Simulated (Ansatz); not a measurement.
## MoS2, one cell by several methods

```yaml
crystal:
  lattice:
    - [3.19204, 0.00000, 0.00000]
    - [-1.59602, 2.76439, 0.00000]
    - [0.00000, 0.00000, 6.88365]
  atoms:
    - { symbol: Mo, position: [0.00000, 0.00000, 0.00000] }
    - { symbol: S, position: [0.33333, 0.66667, 0.23024] }
    - { symbol: S, position: [0.66667, 0.33333, 0.76976] }
```

Atoms are numbered in the order listed.

The structure comes from a relaxation in the same program, started in the CdI2 type, and has space group P-3m1. Whether it is a known phase or the ground state wasn't checked.

Levels of theory: DFT, PBE, PAW with Ansatz's default frozen-core files, scalar-relativistic (Ansatz 0.2.0); DFT, PBE, all-electron PAW with datasets made for the crystal, scalar-relativistic (Ansatz 0.2.0); DFT, PBE, all-electron LAPW, scalar-relativistic (Ansatz 0.2.0).

For PAW: a Γ-centred 11×11×6 k mesh, Fermi–Dirac smearing of 0.03 eV, cutoff 420 eV, no spin polarisation. The crystal-made all-electron datasets (AE datasets) take a cutoff of 320 eV at this cell. LAPW targets a basis error of 1 meV/atom. The Ansatz runs share mesh, smearing and spin set-up. Plane-wave (PAW) pressures include the program's estimate of the Pulay term.

Stress and pressure are positive in compression.

Spin–orbit coupling is left out, which moves gradients at and beside heavy atoms by some per cent and at worst by a factor of two.

In a metal, gradients converge slowly with the k mesh: the values move by tens of per cent from one mesh to another, at times in sign, so only the comparison on one mesh counts.

Levels count from the Fermi level.

| quantity | PAW | AE datasets | LAPW |
| --- | --- | --- | --- |
| pressure (GPa) | 0.01 | 0.02 | 0.02 |
| highest filled level at L (eV) | -1.616 | -1.616 | -1.616 |
| lowest empty level at L (eV) | 0.999 | 1.001 | 1.001 |
| highest filled level at A (eV) | -0.287 | -0.288 | -0.288 |
| field gradient Vzz at Mo1 (10²¹ V/m²) | -9.91 | -9.99 | – |
| field gradient Vzz at S2 (10²¹ V/m²) | -5.04 | -5.06 | – |

PAW's pressure differs from the LAPW value by -0.02 GPa.
